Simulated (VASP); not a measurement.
## LiF (Griceite): relaxation of cell and atoms with PBE

Crystal: LiF (Griceite).

```xyz
2
Lattice="0.0000 2.0254 2.0254 2.0254 0.0000 2.0254 2.0254 2.0254 0.0000" Properties=species:S:1:pos:R:3 pbc="T T T"
Li    0.0000    0.0000    0.0000
F     2.0254    2.0254    2.0254
```

```
Program                : VASP 6.6.1
Task                   : relaxation of cell and atoms
Functional             : PBE
Potentials or basis    : VASP PAW PBE potentials, release 64 (Li_sv, F)
Cutoff                 : 600 eV
k mesh                 : 12 × 12 × 12
Occupations            : gaussian, width 0.03 eV
Spin                   : no spin polarisation
Further INCAR settings : ALGO = Normal; EDIFF = 1e-07; IBRION = 2; EDIFFG = -0.005; NSW = 90; ISIF = 3
```

| Property | Result |
| --- | --- |
| Pressure after relaxing | 0.1 GPa |
| Band gap on the k mesh | 8.94 eV, direct |

Final structure:
```
Li F
1.0
     0.00000    2.02545    2.02545
     2.02545    0.00000    2.02545
     2.02545    2.02545    0.00000
Li F
1 1
Direct
  0.00000 0.00000 0.00000
  0.50000 0.50000 0.50000
```

Levels at points of the mesh, in eV from the valence-band top:
| k point | band 1 | band 2 | band 3 | band 4 | band 5 | band 6 | band 7 | band 8 | band 9 |
| --- | --- | --- | --- | --- | --- | --- | --- | --- | --- |
| (0.00, 0.00, 0.00) | -40.95 | -19.93 | 0.00 | 0.00 | 0.00 | 8.94 | 23.74 | 23.74 | 23.74 |
| (0.50, 0.00, 0.00) | -40.90 | -19.51 | -2.47 | -0.22 | -0.22 | 10.68 | 16.53 | 18.76 | 18.76 |
| (0.50, 0.50, 0.00) | -40.89 | -19.25 | -2.93 | -0.97 | -0.97 | 14.65 | 16.39 | 17.24 | 20.04 |

It took 4.8 s on 1 thread of Intel(R) Xeon(R) 6975P-C (Granite Rapids), on a shared host, peak memory 0.13 GiB.

Caveat: the cutoff is under 1.25 times the usual one of these potentials, so pressure, stress and relaxed cells hold a basis-set (Pulay) error; the relaxation stopped at its first step, so nothing moved. A k mesh can miss the band edges.
